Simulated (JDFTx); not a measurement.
# TiO2 (P4_2/mnm) in JDFTx: band structure with PBEsol

Aim: the band structure of TiO2 with PBEsol.

Program: JDFTx 1.7.0 (patched build). These are calculated values, not measurements. Logs are shortened: lines on timing, memory, paths and dates and some standing lists are left out, and cuts for length are marked. The log counts tension as positive stress, the text compression.

**What was measured.**

From “Shallow Valence Band of Rutile GeO2 and P-type Doping”, 2020, arxiv:2011.08928, for a bulk crystal of TiO2 at 1.6 K: band gap 3.03 eV (direct).

How close the calculation comes is told below.

### 1 The crystal as given

The structure is tetragonal, space group P4_2/mnm (No. 136). Conventional cell: a = 4.600 Å, b = 4.600 Å, c = 2.959 Å, α = 90.00°, β = 90.00°, γ = 90.00°. Around Ti (site symmetry mmm) lie 6 O at 1.95 to 1.98 Å. O (site symmetry m2m) has 3 Ti at 1.95 to 1.98 Å as nearest neighbours.

The cell is a database's computed one.

### 2 Band structure, PBEsol

The input, bands.in:

```
lattice \
    8.6924327600     0.0000000000     0.0000000000 \
    0.0000000000     8.6924327600     0.0000000000 \
    0.0000000000     0.0000000000     5.5921031727
coords-type Lattice
ion Ti     0.0000000000     0.0000000000     0.5000000000 1
ion Ti     0.5000000000     0.5000000000     0.0000000000 1
ion O      0.3043213200     0.3043213200     0.5000000000 1
ion O      0.1956786800     0.8043213200     0.0000000000 1
ion O      0.8043213200     0.1956786800     0.0000000000 1
ion O      0.6956786800     0.6956786800     0.5000000000 1

ion-species pseudo/Ti.upf
ion-species pseudo/O.upf
elec-cutoff 42 336
elec-ex-corr gga-PBEsol
elec-smearing Fermi 0.0018374661
elec-n-bands 32
electronic-minimize nIterations 30 energyDiffThreshold 1e-06
davidson-band-ratio 1.3
forces-output-coords Cartesian
include path.kpoints
symmetries none
fix-electron-density run.$VAR

dump-name bands.$VAR
dump End Ecomponents EigStats BandEigs Kpoints Forces
```

The input, path.kpoints:

```
kpoint +0.0000000000 +0.0000000000 +0.0000000000 0.020000000000
kpoint +0.0000000000 +0.1666666667 +0.0000000000 0.020000000000
kpoint +0.0000000000 +0.3333333333 +0.0000000000 0.020000000000
kpoint +0.0000000000 +0.5000000000 +0.0000000000 0.020000000000
kpoint +0.1666666667 +0.5000000000 +0.0000000000 0.020000000000
kpoint +0.3333333333 +0.5000000000 +0.0000000000 0.020000000000
kpoint +0.5000000000 +0.5000000000 +0.0000000000 0.020000000000
kpoint +0.4166666667 +0.4166666667 +0.0000000000 0.020000000000
kpoint +0.3333333333 +0.3333333333 +0.0000000000 0.020000000000
kpoint +0.2500000000 +0.2500000000 +0.0000000000 0.020000000000
kpoint +0.1666666667 +0.1666666667 +0.0000000000 0.020000000000
kpoint +0.0833333333 +0.0833333333 +0.0000000000 0.020000000000
kpoint +0.0000000000 +0.0000000000 +0.0000000000 0.020000000000
kpoint +0.0000000000 +0.0000000000 +0.0833333333 0.020000000000
kpoint +0.0000000000 +0.0000000000 +0.1666666667 0.020000000000
kpoint +0.0000000000 +0.0000000000 +0.2500000000 0.020000000000
kpoint +0.0000000000 +0.0000000000 +0.3333333333 0.020000000000
kpoint +0.0000000000 +0.0000000000 +0.4166666667 0.020000000000
kpoint +0.0000000000 +0.0000000000 +0.5000000000 0.020000000000
kpoint +0.0000000000 +0.1250000000 +0.5000000000 0.020000000000
kpoint +0.0000000000 +0.2500000000 +0.5000000000 0.020000000000
kpoint +0.0000000000 +0.3750000000 +0.5000000000 0.020000000000
kpoint +0.0000000000 +0.5000000000 +0.5000000000 0.020000000000
kpoint +0.1250000000 +0.5000000000 +0.5000000000 0.020000000000
kpoint +0.2500000000 +0.5000000000 +0.5000000000 0.020000000000
kpoint +0.3750000000 +0.5000000000 +0.5000000000 0.020000000000
kpoint +0.5000000000 +0.5000000000 +0.5000000000 0.020000000000
kpoint +0.4285714286 +0.4285714286 +0.5000000000 0.020000000000
kpoint +0.3571428571 +0.3571428571 +0.5000000000 0.020000000000
kpoint +0.2857142857 +0.2857142857 +0.5000000000 0.020000000000
kpoint +0.2142857143 +0.2142857143 +0.5000000000 0.020000000000
kpoint +0.1428571429 +0.1428571429 +0.5000000000 0.020000000000
kpoint +0.0714285714 +0.0714285714 +0.5000000000 0.020000000000
kpoint +0.0000000000 +0.0000000000 +0.5000000000 0.020000000000
kpoint +0.0000000000 +0.5000000000 +0.0000000000 0.020000000000
kpoint +0.0000000000 +0.5000000000 +0.0714285714 0.020000000000
kpoint +0.0000000000 +0.5000000000 +0.1428571429 0.020000000000
kpoint +0.0000000000 +0.5000000000 +0.2142857143 0.020000000000
kpoint +0.0000000000 +0.5000000000 +0.2857142857 0.020000000000
kpoint +0.0000000000 +0.5000000000 +0.3571428571 0.020000000000
kpoint +0.0000000000 +0.5000000000 +0.4285714286 0.020000000000
kpoint +0.0000000000 +0.5000000000 +0.5000000000 0.020000000000
kpoint +0.5000000000 +0.5000000000 +0.0000000000 0.020000000000
kpoint +0.5000000000 +0.5000000000 +0.0714285714 0.020000000000
kpoint +0.5000000000 +0.5000000000 +0.1428571429 0.020000000000
kpoint +0.5000000000 +0.5000000000 +0.2142857143 0.020000000000
kpoint +0.5000000000 +0.5000000000 +0.2857142857 0.020000000000
kpoint +0.5000000000 +0.5000000000 +0.3571428571 0.020000000000
kpoint +0.5000000000 +0.5000000000 +0.4285714286 0.020000000000
kpoint +0.5000000000 +0.5000000000 +0.5000000000 0.020000000000
```

Potentials or basis: PseudoDojo-SR-PBEsol-0.4.1-standard with smoothed tails.

Started as:

```bash
jdftx -c 1 -i bands.in -o bands.out
```

The program printed:

```text
*************** JDFTx 1.7.0 (patched build) ***************

Input parsed successfully to the following command list (including defaults):
[... the input with its defaults ...]

---------- Initializing the Grid ----------
R =
[      8.69243            0            0  ]
[            0      8.69243            0  ]
[            0            0       5.5921  ]
unit cell volume = 422.53
G =
[   0.722834          0          0  ]
[          0   0.722834          0  ]
[          0          0    1.12358  ]
Minimum fftbox size, Smin = [  72  72  48  ]
Chosen fftbox size, S = [  72  72  48  ]

---------- Initializing tighter grid for wavefunction operations ----------
R =
[      8.69243            0            0  ]
[            0      8.69243            0  ]
[            0            0       5.5921  ]
unit cell volume = 422.53
G =
[   0.722834          0          0  ]
[          0   0.722834          0  ]
[          0          0    1.12358  ]
Minimum fftbox size, Smin = [  52  52  36  ]
Chosen fftbox size, S = [  54  54  36  ]

---------- Exchange Correlation functional ----------
Initalized PBEsol GGA exchange.
Initalized PBEsol GGA correlation.

---------- Setting up pseudopotentials ----------
Width of ionic core gaussian charges (only for fluid interactions / plotting) set to 0

Reading pseudopotential file 'pseudo/Ti.upf':
  'Ti' pseudopotential, 'PBESOL' functional
  Generated using ONCVPSP code by D. R. Hamann
  12 valence electrons, 4 orbitals, 6 projectors, 1001 radial grid points, with lMax = 2
    3S    l: 0   occupation:  2.0   eigenvalue: -2.295026
    3P    l: 1   occupation:  6.0   eigenvalue: -1.424955
    3D    l: 2   occupation:  2.0   eigenvalue: -0.157121
    4S    l: 0   occupation:  2.0   eigenvalue: -0.164537
  Core radius for overlap checks: 1.61 bohrs.

Reading pseudopotential file 'pseudo/O.upf':
  'O' pseudopotential, 'PBESOL' functional
  Generated using ONCVPSP code by D. R. Hamann
  6 valence electrons, 2 orbitals, 5 projectors, 936 radial grid points, with lMax = 2
    2S    l: 0   occupation:  2.0   eigenvalue: -0.874950
    2P    l: 1   occupation:  4.0   eigenvalue: -0.329796
  Core radius for overlap checks: 1.39 bohrs.

Initialized 2 species with 6 total atoms.

Folded 50 k-points by 1x1x1 to 50 k-points.

---------- Setting up k-points, bands, fillings ----------
No reducable k-points.
Computing the number of bands and number of electrons
Calculating initial fillings.
nElectrons:  48.000000   nBands: 32   nStates: 50

----- Setting up reduced wavefunction bases (one per k-point) -----
average nbasis = 5493.520 , ideal nbasis = 5493.205

---------- Setting up ewald sum ----------
Optimum gaussian width for ewald sums = 2.220773 bohr.
Real space sum over 891 unit cells with max indices [  4  4  5  ]
Reciprocal space sum over 2475 terms with max indices [  7  7  5  ]

---------- Allocating electronic variables ----------
Reading n from file 'run.n' ... done
Initializing wave functions:  linear combination of atomic orbitals

----------- Band structure minimization -------------
Minimization will be done independently for each quantum number.

---- Minimization of quantum number:     0  [ +0.0000000 +0.0000000 +0.0000000 ]  0.040000000 ----
BandDavidson: Iter:   0  Eband: -0.134683513744776
BandDavidson: Iter:   1  Eband: -0.139932767487058  dEband: -5.249254e-03
BandDavidson: Iter:   2  Eband: -0.140812006586148  dEband: -8.792391e-04
BandDavidson: Iter:   3  Eband: -0.140959395867328  dEband: -1.473893e-04
[... 698 lines of inner loops ...]
BandDavidson: Iter:  11  Eband: -0.140336790996278  dEband: -1.698666e-06
BandDavidson: Iter:  12  Eband: -0.140337455981153  dEband: -6.649849e-07
BandDavidson: Converged (dEband<1.000000e-06)
	FillingsUpdate:  mu: +0.363779942  nElectrons: 48.000000

Dumping 'bands.eigStats' ...
	eMin: -1.750583 at state 0 ( [ +0.000000 +0.000000 +0.000000 ] spin 0 )
	HOMO: +0.330681 at state 0 ( [ +0.000000 +0.000000 +0.000000 ] spin 0 )
	mu  : +0.363780
	LUMO: +0.398619 at state 12 ( [ +0.000000 +0.000000 +0.000000 ] spin 0 )
	eMax: +0.575093 at state 12 ( [ +0.000000 +0.000000 +0.000000 ] spin 0 )
	HOMO-LUMO gap: +0.067937
	Optical gap  : +0.067937 at state 12 ( [ +0.000000 +0.000000 +0.000000 ] spin 0 )
Done!
[note: mu, HOMO and LUMO in a band run belong to the points of the path alone and aren't those of the crystal]
```

Run time: 100 s. Hardware: 1 thread of AMD EPYC 7R43 (Zen 3), shared host; peak memory 0.23 GiB.

What came out:

| Quantity | Value |
| --- | --- |
| Band gap along the path | 1.85 eV, direct |

Levels at the corners of the path, in eV from the valence-band top:
```tsv
point	band 20	band 21	band 22	band 23	band 24	band 25	band 26	band 27	band 28	band 29
Γ	-2.01	-0.72	-0.47	-0.47	0.00	1.85	2.12	2.40	2.50	2.50
X	-3.09	-1.67	-1.67	-0.75	-0.75	2.51	2.51	3.03	3.03	3.58
M	-2.21	-1.33	-1.33	-1.10	-1.10	1.88	1.88	2.52	2.52	3.85
Γ	-2.01	-0.72	-0.47	-0.47	0.00	1.85	2.12	2.40	2.50	2.50
Z	-2.79	-2.41	-2.41	-1.44	-1.44	2.98	2.98	3.18	3.18	3.67
R	-2.41	-2.06	-2.06	-1.05	-1.05	1.89	1.89	3.21	3.21	3.92
A	-2.76	-1.30	-1.30	-0.68	-0.68	2.60	2.60	3.20	3.20	3.23
Z	-2.79	-2.41	-2.41	-1.44	-1.44	2.98	2.98	3.18	3.18	3.67
X	-3.09	-1.67	-1.67	-0.75	-0.75	2.51	2.51	3.03	3.03	3.58
R	-2.41	-2.06	-2.06	-1.05	-1.05	1.89	1.89	3.21	3.21	3.93
M	-2.21	-1.33	-1.33	-1.10	-1.10	1.88	1.88	2.52	2.52	3.85
A	-2.76	-1.30	-1.30	-0.68	-0.68	2.60	2.60	3.20	3.20	3.23
```

### 3 How close it comes

Step 2. Measured gap of TiO2: 3.03 eV (direct; 1.6 K; quoted in “Shallow Valence Band of Rutile GeO2 and P-type Doping”, 2020, arxiv:2011.08928). This calculation gives 1.85 eV (-1.18 eV). 2 values of this kind are on record in papers (3.03 to 3.05 eV); this one was drawn at random among those near their median. The value is that of PBEsol, without temperature or zero-point motion. Semilocal functionals fall short of measured gaps as a rule. The cell is a database's relaxed one, not the measured one, which moves gaps too.
